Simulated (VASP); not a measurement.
Runs of VASP 6.6.1 on Co. The cell holds a slab with vacuum, 7 atoms: a = 2.507 Å, b = 2.507 Å, c = 26.207 Å, α = 90.00°, β = 90.00°, γ = 60.00°. 

```tsv
level	potentials or basis	gap on the mesh (eV)	moment (μB)	largest force (eV/Å)
RPBE	VASP PAW PBE potentials, release 64 (Co)	none	11.97	(a)
PBE	VASP PAW PBE potentials, release 64 (Co)	none	11.91	0.48
PBEsol	VASP PAW PBE potentials, release 64 (Co)	none	11.91	0.81
LDA	VASP PAW LDA potentials, release 64 (Co)	none	(b)	1.09
```

Alike in all rows: task work function; spin collinear, ferromagnetic start; cell as given; k mesh 12 × 12 × 1; cutoff (eV) 520; smearing gaussian 0.1 eV.

Question: Estimate the missing entries.

Answer: (a) 0.41; (b) 11.31.

Caveats: the PAW data sets were made with another functional, which shifts forces and pressure a little (some runs).

A gap of «none» marks a metal or a gap under the smearing width.
